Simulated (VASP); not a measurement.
All values below come from LDA (Ceperley-Alder, Perdew-Zunger), VASP's LDA PAW potentials (set 64) (plane waves; VASP).

The input files of a VASP run:

INCAR:
```
ALGO  =  Normal
EDIFF  =  1E-6
EDIFFG  =  -0.01
ENCUT  =  180
IBRION  =  2
ISIF  =  3
ISMEAR  =  0
LASPH  =  .True.
LCHARG  =  .False.
LMAXMIX  =  4
LREAL  =  .False.
LWAVE  =  .False.
NELM  =  100
NSW  =  50
PREC  =  Accurate
SIGMA  =  0.02
SYSTEM  =  CsPbI3
```

KPOINTS:
```
Automatic mesh
0
Gamma
3 3 3
0.5 0.5 0.5
```

POSCAR:
```
CsPbI3
1.0
  6.3793070000   0.0000000000   0.0000000000
  0.0000000000   6.3793070000   0.0000000000
  0.0000000000   0.0000000000   6.3793070000
Cs Pb I
1 1 3
Cart
  3.1896535000   3.1896535000   3.1896535000
  0.0000000000   0.0000000000   0.0000000000
  0.0000000000   0.0000000000   3.1896535000
  3.1896535000   0.0000000000   0.0000000000
  0.0000000000   3.1896535000   0.0000000000
```

POTCAR, in this order: Cs_sv Pb_d I (LDA.64 set). Program: vasp_std.

The resulting files:

OSZICAR:
```
       N       E                     dE             d eps       ncg     rms          rms(c)
DAV:   1     0.205934973349E+03    0.20593E+03   -0.10514E+04   240   0.589E+02
DAV:   2    -0.781308919335E+00   -0.20672E+03   -0.20544E+03   276   0.208E+02
DAV:   3    -0.152505288848E+02   -0.14469E+02   -0.14449E+02   220   0.579E+01
DAV:   4    -0.155410207801E+02   -0.29049E+00   -0.29030E+00   270   0.101E+01
DAV:   5    -0.155459113654E+02   -0.48906E-02   -0.48899E-02   236   0.114E+00    0.452E+00
DAV:   6    -0.151260089719E+02    0.41990E+00   -0.78518E-01   250   0.528E+00    0.303E+00
DAV:   7    -0.150702318512E+02    0.55777E-01   -0.43228E-01   258   0.325E+00    0.128E+00
DAV:   8    -0.150691152686E+02    0.11166E-02   -0.64921E-02   234   0.157E+00    0.269E-01
DAV:   9    -0.150678929784E+02    0.12223E-02   -0.94757E-03   242   0.643E-01    0.974E-02
DAV:  10    -0.150677578019E+02    0.13518E-03   -0.92930E-04   236   0.209E-01    0.339E-02
DAV:  11    -0.150677544158E+02    0.33862E-05   -0.11349E-04   268   0.483E-02    0.260E-02
DAV:  12    -0.150677542754E+02    0.14037E-06   -0.40004E-06   228   0.942E-03
   1 F= -.15067754E+02 E0= -.15067754E+02  d E =-.150678E+02
       N       E                     dE             d eps       ncg     rms          rms(c)
DAV:   1    -0.106563933251E+03   -0.91496E+02   -0.19958E+03   258   0.290E+02    0.102E+02
DAV:   2    -0.233555980584E+02    0.83208E+02   -0.34804E+02   254   0.351E+02    0.210E+01
DAV:   3    -0.148244586567E+02    0.85311E+01   -0.31485E+01   254   0.355E+01    0.160E+01
DAV:   4    -0.130106541067E+02    0.18138E+01   -0.65039E+00   220   0.127E+01    0.188E+01
DAV:   5    -0.131845371091E+02   -0.17388E+00   -0.79831E-01   294   0.958E+00    0.328E+00
DAV:   6    -0.129231641958E+02    0.26137E+00   -0.88002E-01   214   0.508E+00    0.375E+00
DAV:   7    -0.129296012599E+02   -0.64371E-02   -0.12528E-01   256   0.230E+00    0.184E+00
DAV:   8    -0.129298765917E+02   -0.27533E-03   -0.35698E-03   244   0.294E-01    0.247E+00
DAV:   9    -0.129289423349E+02    0.93426E-03   -0.74225E-03   258   0.643E-01    0.718E-01
DAV:  10    -0.129289451055E+02   -0.27706E-05   -0.62332E-04   228   0.205E-01    0.476E-01
DAV:  11    -0.129289355120E+02    0.95935E-05   -0.22243E-04   272   0.185E-01    0.545E-02
DAV:  12    -0.129289327729E+02    0.27391E-05   -0.20487E-05   268   0.452E-02    0.899E-02
DAV:  13    -0.129289294789E+02    0.32940E-05   -0.11416E-05   258   0.408E-02    0.245E-02
DAV:  14    -0.129289294824E+02   -0.35220E-08   -0.10017E-06   156   0.667E-03
   2 F= -.12928929E+02 E0= -.12928358E+02  d E =0.213882E+01
       N       E                     dE             d eps       ncg     rms          rms(c)
DAV:   1    -0.459339982152E+02   -0.33005E+02   -0.10352E+03   244   0.374E+02    0.263E+01
DAV:   2    -0.238480491537E+02    0.22086E+02   -0.55733E+01   234   0.574E+01    0.122E+01
DAV:   3    -0.167114015761E+02    0.71366E+01   -0.24103E+01   254   0.350E+01    0.406E+00
DAV:   4    -0.166165124236E+02    0.94889E-01   -0.44857E-01   254   0.348E+00    0.442E+00
DAV:   5    -0.165460929195E+02    0.70420E-01   -0.12232E-01   274   0.236E+00    0.146E+00
DAV:   6    -0.165356364263E+02    0.10456E-01   -0.36909E-02   248   0.155E+00    0.115E-01
DAV:   7    -0.165356564392E+02   -0.20013E-04   -0.14518E-03   254   0.279E-01    0.469E-02
DAV:   8    -0.165356589433E+02   -0.25041E-05   -0.10514E-04   252   0.547E-02    0.281E-02
DAV:   9    -0.165356585220E+02    0.42133E-06   -0.70960E-05   268   0.694E-02    0.693E-03
DAV:  10    -0.165356580658E+02    0.45613E-06   -0.51863E-06   236   0.177E-02
   3 F= -.16535658E+02 E0= -.16535658E+02  d E =-.146790E+01
       N       E                     dE             d eps       ncg     rms          rms(c)
DAV:   1    -0.165538588091E+02   -0.18200E-01   -0.44870E-01   252   0.565E+00    0.659E-01
DAV:   2    -0.165406336083E+02    0.13225E-01   -0.24643E-02   234   0.136E+00    0.251E-01
DAV:   3    -0.165377205379E+02    0.29131E-02   -0.10425E-02   258   0.778E-01    0.116E-01
DAV:   4    -0.165376882352E+02    0.32303E-04   -0.20863E-04   236   0.786E-02    0.884E-02
DAV:   5    -0.165376647717E+02    0.23464E-04   -0.10294E-04   266   0.759E-02    0.113E-02
DAV:   6    -0.165376635179E+02    0.12538E-05   -0.11775E-05   242   0.299E-02    0.331E-03
DAV:   7    -0.165376633737E+02    0.14422E-06   -0.55139E-07   146   0.535E-03
   4 F= -.16537663E+02 E0= -.16537663E+02  d E =-.146991E+01
```

**OUTCAR**
```
------------------------ aborting loop because EDIFF is reached ----------------------------------------
  FORCE on cell =-STRESS in cart. coord.  units (eV):
  Direction    XX          YY          ZZ          XY          YZ          ZX
  --------------------------------------------------------------------------------------
  Total       -0.0196158     -0.0196158     -0.0196158      0.0000000      0.0000000     -0.0000000
  in kB       -0.1467972     -0.1467972     -0.1467972      0.0000000      0.0000000     -0.0000000
  external PRESSURE =      -0.1467972 kB  Pullay stress =       0.0000000 kB
  volume of cell :      214.09
      direct lattice vectors                 reciprocal lattice vectors
     5.982273837  0.000000000  0.000000000     0.167160519 -0.000000000 -0.000000000
     0.000000000  5.982273837  0.000000000    -0.000000000  0.167160519 -0.000000000
     0.000000000  0.000000000  5.982273837    -0.000000000 -0.000000000  0.167160519
 POSITION                                       TOTAL-FORCE (eV/Angst)
 -----------------------------------------------------------------------------------
      2.99114      2.99114      2.99114         0.000000      0.000000      0.000000
      0.00000      0.00000      0.00000        -0.000000     -0.000000      0.000000
      0.00000      0.00000      2.99114        -0.000000      0.000000      0.000000
      2.99114      0.00000      0.00000        -0.000000      0.000000      0.000000
      0.00000      2.99114      0.00000        -0.000000      0.000000      0.000000
 -----------------------------------------------------------------------------------
    total drift:                               -0.000000      0.000000     -0.000000
  FREE ENERGIE OF THE ION-ELECTRON SYSTEM (eV)
  ---------------------------------------------------
  free  energy   TOTEN  =       -16.5376633737 eV

  energy  without entropy=      -16.5376633737  energy(sigma->0) =      -16.53766337

 reached required accuracy - stopping structural energy minimisation
```
(Selected blocks of OUTCAR.)

### CONTCAR
```
CsPbI3
   1.00000000000000
     5.9822738367213137    0.0000000000000000    0.0000000000000000
     0.0000000000000000    5.9822738367213137    0.0000000000000000
     0.0000000000000000    0.0000000000000000    5.9822738367213137
  Cs              Pb              I
     1     1     3
Direct
     0.5000000000000000    0.5000000000000000    0.5000000000000000
     0.0000000000000000    0.0000000000000000    0.0000000000000000
     0.0000000000000000    0.0000000000000000    0.5000000000000000
     0.5000000000000000    0.0000000000000000    0.0000000000000000
     0.0000000000000000    0.5000000000000000    0.0000000000000000
```

At this cut-off the stress carries a Pulay error, which pulls relaxed volumes low.  Energy and stress use the plane-wave basis of the starting cell.

The structure comes from a computed database's CsPbI3 entry; how it stands against other phases isn't given here. This run relaxes it. Symmetry was kept, so distortions that lower it aren't found. The run is one of a series of settings (EDIFFG = -0.01, ENCUT = 180, GGA removed, IBRION = 2, ISIF = 3, NSW = 50, KPOINTS 3×3×3 Γ-centred mesh shifted by (0.5, 0.5, 0.5), POTCAR Cs_sv Pb_d I (LDA.64 set) against the base run), some of them coarse on purpose.
